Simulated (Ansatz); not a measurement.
CsCl (CsCl type, space group No. 221) at seven volumes, DFT-r²SCAN in the program Ansatz with PAW potentials, scaled uniformly. One row is withheld.

```csv
V (Å³/atom),P (GPa)
32.291,?
33.355,1.33
34.420,0.60
35.484,0.00
36.549,-0.50
37.613,-0.92
38.678,-1.26
```

Question: Fit the shown pressures and predict the withheld one.

Answer: Third-order Birch–Murnaghan: P = (3/2)B₀(x^(7/2) − x^(5/2))[1 + (3/4)(B′ − 4)(x − 1)] with x = (V₀/V)^(2/3). Least squares on the six rows gives V₀ = 35.482 Å³/atom, B₀ = 18.30 GPa, B′ = 5.22. At V = 32.291, x = 1.0648 and P = 2.21 GPa. The run itself gave 2.20 GPa.

Space group Pm-3m (CsCl type). The r²SCAN relaxation kept the symmetry of its start. Scalar-relativistic: spin–orbit coupling is off unless named, which matters more the heavier the elements.

Potentials: the earlier of the program's two PAW sets.
